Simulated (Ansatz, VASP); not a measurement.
## Two plane-wave programs on Ga

Contents of INCAR:

```
SYSTEM = Ga
PREC     = Accurate       ! precision mode
ENCUT    = 520            ! plane-wave cutoff, eV
EDIFF    = 1E-6           ! SCF threshold, eV
ISMEAR   = -1             ! smearing method
SIGMA    = 0.1            ! smearing width, eV
LREAL    = .FALSE.        ! projectors in reciprocal space
LASPH    = .TRUE.         ! aspherical terms in the spheres
NELM     = 60             ! most SCF steps
ALGO     = Normal         ! electronic algorithm
ISIF     = 2              ! what is computed and relaxed
LWAVE    = .FALSE.        ! write WAVECAR
LCHARG   = .TRUE.         ! write CHGCAR
GGA      = PS             ! functional
LELF     = .TRUE.         ! ELF
LVHAR    = .TRUE.       
NBANDS   = 12             ! bands
```

Contents of KPOINTS:

```
Automatic mesh
0
G
  15 15 15
  0 0 0
```

Contents of POSCAR:

```
Ga
1.0
    2.3396129333      0.0000000000      0.0000000000
    0.0000000000      2.3396129333      0.0000000000
    0.0000000000      0.0000000000      2.3396129333
Ga
1
Direct
    0.0000000000      0.0000000000      0.0000000000
```

Input for Ansatz:

```yaml
crystal:
  lattice:
    - [2.3396129333, 0.0, 0.0]
    - [0.0, 2.3396129333, 0.0]
    - [0.0, 0.0, 2.3396129333]
  atoms:
    - { symbol: Ga, position: [0.0, 0.0, 0.0] }
kpoints:
  mp_grid: { grid: [15, 15, 15] }
scf:
  occupations: { method: fermi_dirac, width: 0.1 }
hamiltonian:
  xc: pbesol
  pseudopotentials: { kind: paw }
output:
  forces: true
  stress: true
  eigenvalues: true
  populations: true
```

Change from the starting cell: volume scaled by 0.68, PAW files.

Alike in both runs: task single point; functional PBEsol; k mesh 15 × 15 × 15; occupations fermi-dirac, width 0.1 eV; no spin polarisation.

```csv
,VASP,Ansatz
version,VASP 6.6.1,Ansatz 0.2.0
potentials or method,"VASP PAW PBE potentials, release 64 (Ga_d)","PAW with Ansatz's default frozen-core files, scalar-relativistic"
plane-wave cutoff (eV),520,420
valence electrons in the cell,13,13
```

VASP gave:

- pressure (GPa): 56.8

Task: Which values does Ansatz return?

Result: Pressure (GPa): 56.4.

Caveats: so large a pressure means that the cell lies far from this level's equilibrium, or that cutoff or potentials fall short (VASP); the potentials were made for another functional, which shifts forces and pressure (VASP).
